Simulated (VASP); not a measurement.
**Ti: single point with PBEsol**

The system is Ti.

```xyz
2
Lattice="2.8983 0.0000 0.0000 -1.4491 2.5100 0.0000 0.0000 0.0000 4.5866" Properties=species:S:1:pos:R:3 pbc="T T T"
Ti    0.0000    1.6733    1.1467
Ti    1.4492    0.8367    3.4400
```

```yaml
Program: VASP 6.6.1
Task: single point
Functional: PBEsol
Potentials_or_basis: VASP PAW PBE potentials, release 64 (Ti_sv)
Cutoff: 520 eV
k_mesh: 27 × 27 × 14
Occupations: gaussian, width 0.1 eV
Spin: no spin polarisation
Further_INCAR_settings: ALGO = Normal; EDIFF = 1e-07; NBANDS = 19
```

```yaml
Pressure: 0.0 GPa
Band_gap_on_the_k_mesh: none (metal or under the smearing width)
```

Levels at points of the mesh, in eV from the Fermi level:
```csv
k point,band 9,band 10,band 11,band 12,band 13,band 14,band 15,band 16
"(0.00, 0.00, 0.00)",-6.32,-2.80,0.78,0.78,0.89,0.92,1.32,1.32
"(0.00, 0.00, 0.50)",-4.40,-4.40,0.08,0.08,0.68,0.68,0.68,0.68
```

Run time: 6.8 min on 1 thread of Intel(R) Xeon(R) Platinum 8559C (Emerald Rapids) (shared host), peak memory 0.83 GiB.

Caveat: the PAW data sets were made with another functional, which shifts forces and pressure a little.
